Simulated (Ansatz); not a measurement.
# Reading a calculation: GaP

**What was measured.** A cell as deposited of cubic GaP (space group F-43m), temperature not stated, from the Crystallography Open Database (1963), has a = 5.450 Å and 20.24 Å³/atom.

“Stacking defects in GaP nanowires: Electronic structure and optical properties”, 2018, arxiv:1810.01194 quotes, for a bulk crystal of GaP at 10 K: band gap 2.34 eV (indirect).

From “Phosphorous dimerization in GaP at high pressure”, 2017, arxiv:1709.06667, for a bulk crystal of GaP: bulk modulus 87.5 ± 0.6 GPa.

The computed numbers are results of PBE, scalar-relativistic (no spin polarisation) in the plane-wave PAW code Ansatz at 420 eV, 10×10×10 k-mesh, Gaussian smearing of 0.05 eV; PAW files: Ansatz's generated set soft_2.

The chain of runs began from a cell as deposited in COD, expanded in volume.

The relaxed structure (symmetry read at 0.01 Å). It takes space group F-43m (No. 216, cubic). Conventional cell: a = 5.506 Å, b = 5.506 Å, c = 5.506 Å, α = 90.00°, β = 90.00°, γ = 90.00°. Ga (site symmetry -43m) has 4 P at 2.38 Å as nearest neighbours. P (site symmetry -43m) is surrounded by 4 Ga at 2.38 Å. (Shells end 15 % past the nearest neighbour.)

Results at this level of theory:

```
Volume                                                : 20.87 Å³/atom
Band gap                                              : 1.58 eV
Smallest direct gap                                   : 1.58 eV
Bader charges                                         : Ga 0.84; P -0.84 e
Formation energy from the elements (0 K, uncorrected) : -0.43 eV/atom
Bulk modulus (Birch–Murnaghan)                        : 77 GPa
Pressure derivative B0′                               : 4.5
```

Formal charges Ga³⁺, P³⁻ balance and leave closed shells on every ion, so a band insulator is expected, and the gap is 1.58 eV.

What kind of gap is it?

It is direct, 1.58 eV. Within 0.6 eV of the edges the projected states are 83 % P 3p at the top of the valence band and 35 % Ga 4p at the bottom of the conduction band. The conduction edge mixes several shells, so no single label fits the gap.

Bader charges against formal ones: Ga +0.84 (+3), P −0.84 (−3). The cations give up 28 % of the formal charge; Bader charges stay under formal ones because the anions' density reaches into the cations' basins, the more so the higher the formal charge and the softer the anion.

How stiff is it, in energy terms?

B0·V0 = 76.7 GPa × 20.87 Å³ = 9.99 eV/atom sets the scale: near the minimum ΔE ≈ ½ B0 V0 x², with x = V/V0 − 1, and a pressure of 0.8 GPa squeezes the volume by about 1 %. At the ends of the curve: x = −4.0 % predicts 8.0 meV/atom and the run gives 8.6; x = +4.0 % predicts 8.0 meV/atom and the run gives 7.4. The curve is steeper than the parabola on the compressed side and flatter on the expanded side: the bulk modulus rises with pressure.

**Comparison.** The computed cell (5.506 Å, 20.87 Å³/atom) differs from the database's by +3.1 % in volume, about +1.0 % in length. PBE usually overestimates volumes by a few per cent. Measured gap of GaP: 2.34 eV (indirect; 10 K; quoted in “Stacking defects in GaP nanowires: Electronic structure and optical properties”, 2018, arxiv:1810.01194). This calculation gives 1.58 eV (-0.76 eV). Kohn–Sham gaps of semilocal functionals mostly fall below measured ones. Temperature and excitons aren't in the calculation. Measured bulk modulus of GaP: 87.5 GPa (“Phosphorous dimerization in GaP at high pressure”, 2017, arxiv:1709.06667). This calculation gives 77 GPa (-12.3 %). Bulk moduli follow the volume steeply: with B0′ near 4, a cell 1 % too large is about 4 % too soft, and one too small too stiff.

Semilocal functionals underestimate band gaps, commonly by a third or more.
